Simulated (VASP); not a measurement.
# NaI in VASP: one cell, several levels of theory, part 2 of 2

The system is NaI built on the zincblende prototype, a generated structure that needn't be the ground state.

VASP 6.6.1, plane waves, PAW.

### 3 r2SCAN at this geometry

Input file INCAR:

```
ENCUT = 520.000000
SIGMA = 0.010000
EDIFF = 1.00e-07
ALGO = Normal
METAGGA = R2SCAN
PREC = Accurate
IBRION = -1
ISIF = 2
ISMEAR = 0
NBANDS = 14
NELM = 120
NSW = 0
LASPH = .TRUE.
LCHARG = .FALSE.
LWAVE = .FALSE.
LREAL = .FALSE.
```

Input file KPOINTS:

```
KPOINTS created by Atomic Simulation Environment
0
Gamma
6 6 6
0 0 0
```

Input file KPOINTS_OPT:

```
special points
6
Reciprocal
0.0000000000 0.0000000000 0.0000000000 1
-0.5000000000 -0.5000000000 0.0000000000 1
-0.3750000000 -0.3750000000 0.2500000000 1
-0.3750000000 0.0000000000 0.3750000000 1
0.0000000000 0.0000000000 0.5000000000 1
-0.5000000000 -0.2500000000 0.2500000000 1
```

Input file POSCAR:

```
Na I
 1.0000000000000000
     0.0000000000000000    3.5431916337822096    3.5431916337822096
     3.5431916337822096    0.0000000000000000    3.5431916337822096
     3.5431916337822096    3.5431916337822096    0.0000000000000000
 Na  I
   1   1
Cartesian
 -0.0000000000000000  0.0000000000000000 -0.0000000000000000
  1.7715958168911048  1.7715958168911048  1.7715958168911048
```

The run is started by

```sh
$ mpirun -np 1 vasp_std
```

Standard output, without the iteration lines:

```text
POSCAR found type information on POSCAR NaI
 POSCAR found :  2 types and       2 ions
 -----------------------------------------------------------------------------
|                                                                             |
|                                                                             |
|     You enforced a specific xc type in the INCAR file but a different       |
|     I HOPE YOU KNOW WHAT YOU ARE DOING!                                     |
|                                                                             |
 -----------------------------------------------------------------------------

 LDA part: xc-table for (None), standard interpolation
 POSCAR, INCAR and KPOINTS ok, starting setup
 FFT: planning ... GRIDC
 FFT: planning ... GRID_SOFT
 FFT: planning ... GRID
 WAVECAR not read
 entering main loop
 Start KPOINTS_OPT (optional k-point list driver)
k-point batch [1-6\6]
```

OSZICAR:

```text
N       E                     dE             d eps       ncg     rms          rms(c)
DAV:   1     0.576742011624E+02    0.57674E+02   -0.64977E+03   448   0.858E+02
DAV:   2    -0.251015610479E+02   -0.82776E+02   -0.75798E+02   502   0.209E+02
DAV:   3    -0.323330511980E+02   -0.72315E+01   -0.71926E+01   592   0.618E+01
DAV:   4    -0.325132528175E+02   -0.18020E+00   -0.18018E+00   546   0.104E+01
DAV:   5    -0.325183722492E+02   -0.51194E-02   -0.51194E-02   632   0.172E+00    0.212E+00
DAV:   6    -0.309158847118E+02    0.16025E+01   -0.32526E-01   478   0.564E+00    0.195E+00
DAV:   7    -0.309099923248E+02    0.58924E-02   -0.18476E-01   550   0.294E+00    0.751E-01
DAV:   8    -0.309130673607E+02   -0.30750E-02   -0.67713E-03   556   0.622E-01    0.539E-01
DAV:   9    -0.309177183290E+02   -0.46510E-02   -0.44786E-03   508   0.555E-01    0.170E-01
DAV:  10    -0.309176605777E+02    0.57751E-04   -0.90168E-05   556   0.711E-02    0.106E-01
DAV:  11    -0.309178390998E+02   -0.17852E-03   -0.21512E-04   520   0.110E-01    0.354E-02
DAV:  12    -0.309178315461E+02    0.75537E-05   -0.26227E-06   538   0.186E-02    0.195E-02
DAV:  13    -0.309178318185E+02   -0.27242E-06   -0.25709E-06   556   0.180E-02    0.111E-02
DAV:  14    -0.309178330982E+02   -0.12797E-05   -0.29562E-07   526   0.561E-03    0.215E-03
DAV:  15    -0.309178317917E+02    0.13066E-05   -0.14760E-08   538   0.113E-03    0.413E-04
DAV:  16    -0.309178314977E+02    0.29394E-06   -0.28890E-09   314   0.498E-04    0.931E-05
DAV:  17    -0.309178315124E+02   -0.14735E-07   -0.60872E-10   314   0.202E-04
   1 F= -.30917832E+02 E0= -.30917832E+02  d E =-.107065E-22
       N       E                     dE             ncg
DAV:   1    -0.265486617453E+03   -0.26900E+04      168
DAV:   2    -0.762842493589E+03   -0.49736E+03      168
DAV:   3    -0.804295447268E+03   -0.41453E+02      216
DAV:   4    -0.805424127584E+03   -0.11287E+01      228
DAV:   5    -0.805446177969E+03   -0.22050E-01      228
DAV:   6    -0.805447456037E+03   -0.12781E-02      264
DAV:   7    -0.805447460473E+03   -0.44365E-05      234
DAV:   8    -0.805447460582E+03   -0.10826E-06      208
DAV:   9    -0.805447460585E+03   -0.38058E-08      180
```

OUTCAR, selected sections:

```text
k-points           NKPTS =     16   k-points in BZ     NKDIM =     16   number of bands    NBANDS=     14

   NELECT =      14.0000    total number of electrons

   dimension x,y,z NGX =    40 NGY =   40 NGZ =   40
   dimension x,y,z NGXF=    80 NGYF=   80 NGZF=   80

  energy-cutoff  :      520.00
  volume of cell :       88.96
      direct lattice vectors                 reciprocal lattice vectors
     0.000000000  3.543191634  3.543191634    -0.141115709  0.141115709  0.141115709
     3.543191634  0.000000000  3.543191634     0.141115709 -0.141115709  0.141115709
     3.543191634  3.543191634  0.000000000     0.141115709  0.141115709 -0.141115709

 k-points in reciprocal lattice and weights: KPOINTS created by Atomic Simulation Env
   0.00000000  0.00000000  0.00000000       0.005
   0.16666667  0.00000000  0.00000000       0.037
   0.33333333  0.00000000  0.00000000       0.037
   0.50000000  0.00000000  0.00000000       0.019
   0.16666667  0.16666667  0.00000000       0.028
   0.33333333  0.16666667  0.00000000       0.111
   0.50000000  0.16666667  0.00000000       0.111
  -0.33333333  0.16666667  0.00000000       0.111
[... 8 more k-points ...]

 E-fermi :  -1.3950

 k-point     1 :       0.0000    0.0000    0.0000
  band No.  band energies     occupation
      1     -24.3440      2.00000
      2     -24.3437      2.00000
      3     -24.3437      2.00000
      4     -12.1969      2.00000
      5      -1.4609      2.00000
      6      -1.4609      2.00000
      7      -1.4609      2.00000
      8       2.9635      0.00000
      9       7.1060      0.00000
     10       7.1060      0.00000
     11       7.1062      0.00000
     12       8.8082      0.00000
     13       8.8082      0.00000
     14      10.4057      0.00000

 k-point     2 :       0.1667    0.0000    0.0000
  band No.  band energies     occupation
      1     -24.3444      2.00000
      2     -24.3440      2.00000
      3     -24.3438      2.00000
      4     -12.1633      2.00000
      5      -1.8349      2.00000
      6      -1.4951      2.00000
      7      -1.4951      2.00000
      8       3.5413      0.00000
      9       6.7481      0.00000
     10       7.2504      0.00000
     11       7.2505      0.00000
     12       8.4061      0.00000
     13       8.4061      0.00000
     14       9.9054      0.00000

 k-point     3 :       0.3333    0.0000    0.0000
  band No.  band energies     occupation
      1     -24.3457      2.00000
      2     -24.3442      2.00000
      3     -24.3440      2.00000
      4     -12.0946      2.00000
      5      -2.4267      2.00000
      6      -1.5610      2.00000
      7      -1.5610      2.00000
      8       4.4098      0.00000
      9       6.5679      0.00000
     10       6.9835      0.00000
     11       6.9836      0.00000
     12       9.1013      0.00000
     13       9.1013      0.00000
     14       9.3958      0.00000

 k-point     4 :       0.5000    0.0000    0.0000
  band No.  band energies     occupation
      1     -24.3464      2.00000
      2     -24.3443      2.00000
      3     -24.3440      2.00000
      4     -12.0593      2.00000
      5      -2.6767      2.00000
      6      -1.5928      2.00000
      7      -1.5928      2.00000
      8       4.6342      0.00000
      9       6.7247      0.00000
     10       6.7767      0.00000
     11       6.7768      0.00000
     12       9.8576      0.00000
     13      10.4368      0.00000
     14      10.4369      0.00000

 k-point     5 :       0.1667    0.1667    0.0000
  band No.  band energies     occupation
      1     -24.3445      2.00000
      2     -24.3441      2.00000
      3     -24.3439      2.00000
      4     -12.1522      2.00000
      5      -1.8307      2.00000
      6      -1.5678      2.00000
      7      -1.5678      2.00000
      8       3.7242      0.00000
      9       6.4715      0.00000
     10       7.3725      0.00000
     11       7.5135      0.00000
     12       7.5136      0.00000
     13       9.1076      0.00000
     14      11.2417      0.00000

 k-point     6 :       0.3333    0.1667    0.0000
  band No.  band energies     occupation
      1     -24.3455      2.00000
      2     -24.3443      2.00000
      3     -24.3441      2.00000
      4     -12.0952      2.00000
      5      -2.2639      2.00000
      6      -1.6654      2.00000
      7      -1.6507      2.00000
      8       4.5014      0.00000
      9       6.1807      0.00000
     10       6.6167      0.00000
     11       7.5919      0.00000
     12       8.4058      0.00000
     13       9.6392      0.00000
     14      10.5246      0.00000

 k-point     7 :       0.5000    0.1667    0.0000
  band No.  band energies     occupation
      1     -24.3462      2.00000
      2     -24.3445      2.00000
      3     -24.3443      2.00000
      4     -12.0484      2.00000
      5      -2.5615      2.00000
      6      -1.8008      2.00000
      7      -1.6636      2.00000
      8       5.0314      0.00000
      9       5.8439      0.00000
     10       7.0390      0.00000
     11       7.2430      0.00000
     12       9.3086      0.00000
     13      10.4897      0.00000
     14      10.8822      0.00000

 k-point     8 :      -0.3333    0.1667    0.0000
  band No.  band energies     occupation
      1     -24.3460      2.00000
      2     -24.3445      2.00000
      3     -24.3442      2.00000
      4     -12.0600      2.00000
      5      -2.4842      2.00000
      6      -1.8451      2.00000
      7      -1.5951      2.00000
      8       5.0738      0.00000
      9       5.9427      0.00000
     10       6.8606      0.00000
     11       7.1733      0.00000
     12       8.8389      0.00000
     13      10.2905      0.00000
     14      10.6633      0.00000

 k-point     9 :      -0.1667    0.1667    0.0000
  band No.  band energies     occupation
      1     -24.3451      2.00000
      2     -24.3443      2.00000
      3     -24.3440      2.00000
      4     -12.1180      2.00000
      5      -2.1353      2.00000
      6      -1.7019      2.00000
      7      -1.5096      2.00000
      8       4.2799      0.00000
      9       6.4944      0.00000
     10       6.7839      0.00000
     11       7.4846      0.00000
     12       7.7529      0.00000
     13       9.3599      0.00000
     14      10.6942      0.00000

[... the tables of k-points 10 to 16 left out ...]

  Total       -0.0420124     -0.0420124     -0.0420124     -0.0000000      0.0000000     -0.0000000
  in kB       -0.7566145     -0.7566145     -0.7566145     -0.0000000      0.0000000     -0.0000000
  external PRESSURE =      -0.7566145 kB  Pullay stress =       0.0000000 kB

 POSITION                                       TOTAL-FORCE (eV/Angst)
 -----------------------------------------------------------------------------------
      0.00000      0.00000      0.00000         0.000000      0.000000      0.000000
      1.77160      1.77160      1.77160        -0.000000     -0.000000     -0.000000
 -----------------------------------------------------------------------------------
    total drift:                               -0.000007     -0.000007     -0.000007

  FREE ENERGIE OF THE ION-ELECTRON SYSTEM (eV)
  ---------------------------------------------------
  free  energy   TOTEN  =       -30.9178315124 eV

  energy  without entropy=      -30.9178315124  energy(sigma->0) =      -30.91783151
```

Hardware: 1 MPI rank of Intel Xeon Platinum 8488C, shared host.

The levels at the points of KPOINTS_OPT are read from vasprun.xml.

Near the gap, in eV above the top of the last filled band v; c is the band after it:

```csv
point,v−1,v,c,c+1
Γ,0.00,0.00,4.42,8.57
X,-0.40,-0.40,5.57,6.85
U,-0.70,-0.31,6.16,7.42
K,-0.70,-0.31,6.16,7.42
L,-0.13,-0.13,6.10,8.19
W,-0.74,-0.45,6.44,8.11
```

Gap with r2SCAN: 4.42 eV, direct (Γ). The pressure is -0.08 GPa; the forces vanish within 0.01 eV/Å.

### 4 Results

What follows sums up all 2 parts.

| level | gap (eV) | pressure (GPa) | Ansatz: gap (eV) | Ansatz: pressure (GPa) |
| --- | --- | --- | --- | --- |
| PBE | 3.82 | 0.39 | 3.83 | 0.37 |
| r2SCAN | 4.42 | -0.08 | 4.42 | 0.01 |

The gap spans 3.82 eV (PBE) to 4.42 eV (r2SCAN). Spin-orbit coupling is left out, though the cell holds I (Z = 53); in an element this heavy it can shift bands and gaps by tenths of an eV. The two programs agree on the gap within 0.02 eV, far less than the spread between functionals. Datasets and cutoffs are each program's own. VASP's cell holds 14 valence electrons and Ansatz's 26.
